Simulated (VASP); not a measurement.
A run of VASP 6.6.1:

INCAR

```
PREC     = Accurate       # precision mode
ENCUT    = 600            # plane-wave cutoff, eV
EDIFF    = 1E-6           # SCF threshold, eV
ISMEAR   = 1              # smearing method
SIGMA    = 0.1            # smearing width, eV
LREAL    = False          # projectors in reciprocal space
LASPH    = True           # aspherical terms in the spheres
NELM     = 80             # most SCF steps
ALGO     = Normal         # electronic algorithm
ISIF     = 3              # what is computed and relaxed
LWAVE    = False          # write WAVECAR
LCHARG   = False          # write CHGCAR
GGA      = PS             # functional
IBRION   = 2              # ionic algorithm
NSW      = 90             # ionic steps
EDIFFG   = -0.01          # ionic threshold
KPAR     = 2
```

KPOINTS

```
Automatic mesh
0
Gamma
  15 15 7
```

Contents of POSCAR:

```
Zr
1.0
    3.2320000000      0.0000000000      0.0000000000
   -1.6160000000      2.7989941050      0.0000000000
    0.0000000000      0.0000000000      5.1470000000
Zr
2
Direct
    0.3333333333      0.6666666667      0.2500000000
    0.6666666667      0.3333333333      0.7500000000
```

Potentials or basis: VASP PAW PBE potentials, release 64 (Zr_sv).

Launch:

```bash
$ cat potpaw_PBE.64/Zr_sv/POTCAR > POTCAR
$ mpirun -np 2 vasp_std > vasp.out
```

Hardware: 2 MPI ranks on Intel(R) Xeon(R) Platinum 8488C (Sapphire Rapids) (shared host).

Q: How long does it take, and how much memory?

A: It took 2.2 min on 2 MPI ranks on Intel(R) Xeon(R) Platinum 8488C (Sapphire Rapids), on a shared host, peak memory 0.23 GiB a rank. Counts: scf iterations 50, k points 108, ion steps 7.
